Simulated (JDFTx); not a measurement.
Crystal: SnO2 (Cassiterite).

```
Sn O
1.0
     4.73800    0.00000    0.00000
     0.00000    4.73800    0.00000
     0.00000    0.00000    3.18650
Sn O
2 4
Direct
  0.50000 0.50000 0.50000
  0.00000 0.00000 0.00000
  0.80710 0.19290 0.50000
  0.69290 0.69290 0.00000
  0.19290 0.80710 0.50000
  0.30710 0.30710 0.00000
```

Program: JDFTx 1.7.0 (patched build). Alike in all runs: task single point; no spin polarisation; cell as given; cutoff (eV) 1143; smearing fermi-dirac 0.05 eV.

Question: Order these runs on this cell by their pressure, lowest first.
A. level LDA; potentials or basis PseudoDojo-SR-LDA-0.4.1-standard with smoothed tails; k mesh 3 × 3 × 4; local potential set to -Z/r beyond 6 bohr; pseudo rcut 6; mesh quality coarse
B. level PBEsol; potentials or basis PseudoDojo-SR-PBEsol-0.4.1-standard with smoothed tails; k mesh 6 × 6 × 8; local potential set to -Z/r beyond 6 bohr; pseudo rcut 6; mesh quality not flagged
C. level PBE; potentials or basis PseudoDojo-SR-PBE-0.5-standard; k mesh 6 × 6 × 8; mesh quality not flagged

Answer: A (-0.3 GPa), B (6.0 GPa), C (12.4 GPa).

Caveats: some runs use coarse meshes.

Not every run made on this cell is shown here.
